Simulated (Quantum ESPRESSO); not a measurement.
Te under changes of volume

One of the cells (33.925 Å³/atom); the others are scaled copies at fixed shape and fractional positions:

```
Te
1.0
     4.45400    0.00000    0.00000
    -2.22700    3.85728    0.00000
     0.00000    0.00000    5.92400
Te
3
Direct
  0.73100 0.73100 0.00000
  0.00000 0.26900 0.66667
  0.26900 0.00000 0.33333
```

| Quantity | Value |
| --- | --- |
| Program | Quantum ESPRESSO 7.5 |
| Functional | PBE |
| Potentials or basis | SG15 PBE 1.2 |
| Cutoff | 952 eV |
| Density cutoff | 3810 eV |
| k mesh | 7 × 7 × 5 |
| Occupations | fermi-dirac, width 0.05 eV |
| Spin | no spin polarisation |

```csv
volume (Å³/atom),energy over the lowest point (meV/atom),pressure (GPa),gap on the mesh (eV),largest force (eV/Å)
31.890,?,?,?,?
32.568,28.45,3.9,0.61,0.437
33.247,14.40,2.7,0.62,0.316
33.925,5.28,1.6,0.62,0.204
34.604,0.74,0.6,0.63,0.099
35.282,0.00,-0.3,0.63,0.001
35.961,2.80,-1.0,0.63,0.090
```

Q: What does the run at 31.890 Å³/atom give?

A: Energy over the lowest point 47.99 meV/atom; pressure 5.3 GPa; gap on the mesh 0.60 eV; largest force 0.566 eV/Å.

Worked out: A Birch-Murnaghan fit of order 3 (a polynomial in V^(-2/3)) to the other rows has its minimum at 35.07 Å³/atom with B0 = V·E''(V) = 44 GPa and B' = 5.3 at fixed shape and positions, which overstates the stiffness. It gives 48.18 meV/atom at 31.890 Å³/atom, against the run's 47.99, and -dE/dV = 5.4 GPa, against 5.3. A straight line through the other rows of the gap, of slope 0.203 eV per unit of ln V, extrapolates to 0.61 eV, against the run's 0.60.

Energies are extrapolated to zero smearing.

Caveats: spin-orbit coupling is left out, which moves the levels of the heavy elements; an odd mesh through Γ misses points on the zone boundary, where band edges often lie.
